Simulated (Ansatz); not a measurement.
Take a crystal in which Cd has been replaced by Zn on all its sites, with the cell rescaled by a rough guess (in some cases also distorted within its space group) and nothing relaxed:

```xyz
1
Lattice="0.0000 1.9789 1.9789 1.9789 0.0000 1.9789 1.9789 1.9789 0.0000" Properties=species:S:1:pos:R:3 pbc="T T T"
Zn    0.0000    0.0000    0.0000
```

Method: DFT PBEsol, scalar-relativistic, plane waves, PAW (Ansatz 0.2.0).

Settings: cutoff 420 eV, Γ-centred mesh 18×18×18 on the computed 1-atom cell, Gaussian smearing of 0.10 eV; no spin polarisation.

**Question.** What pressure does the cell carry?

**Answer.** The pressure is -6.3 GPa (positive in compression), so the cell would contract.

**Question.** Is it a metal on this mesh?

**Answer.** Yes, a band crosses the Fermi level.

This fcc form isn't the element's structure at ambient conditions.